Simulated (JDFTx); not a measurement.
## LiCl under changes of volume

One of the cells (16.871 Å³/atom); the others are scaled copies at fixed shape and fractional positions:

```
Cl Li
1.0
     0.00000    2.56477    2.56477
     2.56477    0.00000    2.56477
     2.56477    2.56477    0.00000
Cl Li
1 1
Direct
  0.50000 0.50000 0.50000
  0.00000 0.00000 0.00000
```

| Item | Value |
| --- | --- |
| Program | JDFTx 1.7.0 (patched build) |
| Functional | LDA |
| Potentials or basis | PseudoDojo-SR-LDA-0.4.1-standard |
| Cutoff | 1007 eV |
| Density cutoff | 8055 eV |
| k mesh | 9 × 9 × 9 |
| Occupations | fermi-dirac, width 0.05 eV |
| Spin | no spin polarisation |

```csv
volume (Å³/atom),energy over the lowest point (meV/atom),pressure (GPa),gap on the mesh (eV)
15.859,0.00,-1.4,6.36
16.196,3.64,-2.1,6.23
16.534,8.66,-2.7,6.11
16.871,14.91,-3.3,5.99
17.209,?,?,?
17.546,30.57,-4.2,5.77
17.883,39.75,-4.6,5.67
```

Task: What does the run at 17.209 Å³/atom give?

Result: Energy over the lowest point 22.26 meV/atom; pressure -3.7 GPa; gap on the mesh 5.88 eV.

Worked out: A Birch-Murnaghan fit of order 3 (a polynomial in V^(-2/3)) to the other rows has no minimum within the range. It gives 22.26 meV/atom at 17.209 Å³/atom, against the run's 22.26, and -dE/dV = -3.7 GPa, against -3.7. A straight line through the other rows of the gap, of slope -5.74 eV per unit of ln V (its deformation potential), gives 5.88 eV, against the run's 5.88.

Energies are extrapolated to zero smearing.

Caveats: an odd mesh through Γ misses points on the zone boundary, where band edges often lie.
